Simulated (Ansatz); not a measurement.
**BaO: a single-point run**

The task is a single-point run on BaO. The structure is shown as the input types it.

Computed with Ansatz 0.2.0 (DFT, PBE, all-electron LAPW, scalar-relativistic, unless a step's input says otherwise).

## (1) Starting point

The structure is cubic, space group Fm-3m (No. 225). Conventional cell: a = 4.277 Å, b = 4.277 Å, c = 4.277 Å, α = 90.00°, β = 90.00°, γ = 90.00°. Around Ba (site symmetry m-3m) lie 6 O at 2.14 Å. O (site symmetry m-3m) is surrounded by 6 Ba at 2.14 Å.

Coordinates:

```cif
data_structure
_symmetry_space_group_name_H-M 'P 1'
_symmetry_Int_Tables_number 1
_cell_length_a 3.0240
_cell_length_b 3.0240
_cell_length_c 3.0240
_cell_angle_alpha 60.000
_cell_angle_beta 60.000
_cell_angle_gamma 60.000
_cell_volume 19.55
loop_
_atom_site_label
_atom_site_type_symbol
_atom_site_fract_x
_atom_site_fract_y
_atom_site_fract_z
_atom_site_occupancy
Ba1 Ba 0.00000 0.00000 0.00000 1
O1 O 0.50000 0.50000 0.50000 1
```

## (2) The calculation

input.yaml reads:

```yaml
crystal:
  lattice:
    - [0.0, 2.1383034871, 2.1383034871]
    - [2.1383034871, 0.0, 2.1383034871]
    - [2.1383034871, 2.1383034871, 0.0]
  atoms:
    - { symbol: Ba, position: [0.0, 0.0, 0.0] }
    - { symbol: O, position: [0.5, 0.5, 0.5] }
kpoints:
  mp_grid: { grid: [9, 9, 9] }
  band_path:
    path:
      - [0.0, 0.0, 0.0]
      - [0.5, 0.0, 0.5]
      - [0.625, 0.25, 0.625]
      - [0.375, 0.375, 0.75]
      - [0.0, 0.0, 0.0]
      - [0.5, 0.5, 0.5]
      - [0.5, 0.25, 0.75]
      - [0.5, 0.0, 0.5]
    npoints: 6
scf:
  occupations: { method: fermi_dirac, width: 0.03 }
  mixing: { algorithm: anderson, beta: 1.0, ndim: 1, preconditioner: none }
  max_iter: 75
hamiltonian:
  xc: pbe
  pseudopotentials: { kind: all_electron, lapw: { basis_error: 0.001 } }
output:
  forces: true
  stress: true
  eigenvalues: true
  populations: true
```

On the command line:

```console
$ ansatz run input.yaml --threads 1 --pin off --max-ram 2048MiB --backend cpu --events-out ev --progress --plain --runs-dir out
```

What happens when this is run?

The run converged and reported no error. It gives a pressure of 268 GPa, which is large; a structure far from rest gives such values too, whatever the setting.

The suspect setting: scf.mixing.algorithm is anderson; scf.mixing.beta is 1.0; scf.mixing.ndim is 1; scf.mixing.preconditioner is none. What could go wrong: mixing too aggressive. Here it converged all the same; such a setting changes the road, not the converged state. Several mixing settings were changed at once, so this run can't tell how much each is to blame.

The test: delete scf.mixing.algorithm, scf.mixing.beta, scf.mixing.ndim and scf.mixing.preconditioner (the default then holds).
